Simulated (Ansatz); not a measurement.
**Si (I4/mmm): all-electron equation of state, by script**

Where is the equilibrium volume of Si (I4/mmm) with all electrons, and how stiff is it? Wanted for Si (I4/mmm): an all-electron equation of state.

All numbers are computed with Ansatz 0.2.0, driven from Python. Level of theory: DFT PBEsol, all-electron LAPW.

## (1) The system

It takes space group I4/mmm (No. 139, tetragonal). The conventional cell has a = 3.254 Å, b = 3.254 Å, c = 2.641 Å, α = 90.00°, β = 90.00°, γ = 90.00°. Si (site symmetry 4/mmm) has 10 Si at 2.64 to 2.65 Å as nearest neighbours.

No structure file is read: the coordinates are typed or built in the script.

## (2) Script

si.py reads:

```python
# -*- coding: utf-8 -*-
from dataclasses import dataclass

import ansatz as az
from ase.eos import EquationOfState
from ase.units import GPa
import numpy as np


@dataclass(frozen=True)
class Settings:
    filling: str = "Fermi-Dirac"
    mesh: tuple[int, ...] = (14, 14, 14)


opts = Settings()

VECTORS = np.array([
    [-1.626915, 1.626915, 1.32033],
    [1.626915, -1.626915, 1.32033],
    [1.626915, 1.626915, -1.32033],
])
SITES = [
    ("Si", (0.0, 0.0, 0.0)),
]


def make_crystal(cell):
    crystal = az.Crystal(lattice=az.Lattice.of(cell))
    for symbol, position in SITES:
        crystal = crystal.atom(symbol, position)
    return crystal

volumes, energies = [], []
for scale in np.linspace(0.94, 1.06, 5):
    cell = VECTORS * scale ** (1 / 3)
    base = (
        make_crystal(cell).calculation()
        .functional(az.Functional.PBESOL)
        .occupations(opts.filling)
        .kpoints(*opts.mesh)
        .pseudopotentials("all_electron", lapw=True)
    )
    r = base.run(threads=1, pin="off").report
    volumes.append(abs(np.linalg.det(cell)) / len(SITES))
    energies.append(r["free_energy_ev"] / len(SITES))
    print(f"{scale:.3f} {volumes[-1]:9.4f} A^3/atom {energies[-1]:16.5f} eV/atom  (estimated basis error {1000 * r['lapw_basis_errors']['total_ev_per_atom']:.2f} meV/atom)")
v0, e0, bulk = EquationOfState(volumes, energies, eos="birchmurnaghan").fit()
print(f"V0 = {v0:.4f} A^3/atom, B0 = {bulk / GPa:.1f} GPa")
```

## (3) The calls as engine input

The engine receives this input (first run):

```yaml
crystal:
  lattice:
    - [-1.5937033340609776, 1.5937033340609776, 1.2933769269204174]
    - [1.5937033340609776, -1.5937033340609776, 1.2933769269204174]
    - [1.5937033340609776, 1.5937033340609776, -1.2933769269204174]
  atoms:
    - { symbol: Si, position: [0.0, 0.0, 0.0] }
kpoints:
  mp_grid:
    grid: [14, 14, 14]
hamiltonian:
  xc: pbesol
  pseudopotentials:
    kind: all_electron
    lapw: {}
scf:
  occupations:
    method: fermi_dirac
```

## (4) The run

Command:

```console
$ python si.py
```

**Question.** Where does the minimum lie against the volume typed, and how stiff is the crystal?

The runs gave:

```
                      quantity           value
                 runs compared               5
               range of energy  22.56 meV/atom
lowest point, volume (Å³/atom)          13.979
      equilibrium volume (fit)   14.10 Å³/atom
            bulk modulus (fit)          97 GPa
```

In words: A third-order Birch-Murnaghan fit through the 5 points has its minimum at 14.10 Å³ an atom, 0.9 % above the typed cell, with a bulk modulus of 97 GPa and dB/dP = 5.2. From that minimum the energy rises by 22.9 meV an atom on the compressed side and 10.0 meV on the expanded side. Caveats:
- All-electron totals depend on functional, relativistic treatment and basis; only differences at equal settings carry meaning.
- Shape and fractional positions are held along the curve, so the bulk modulus is an upper value where they are free to relax, by a factor of two or more in layered or hydrogen-bonded cells.
- This isn't the structure that Si takes at ambient conditions. Whether this is the phase that is stable at ambient conditions was not tested.
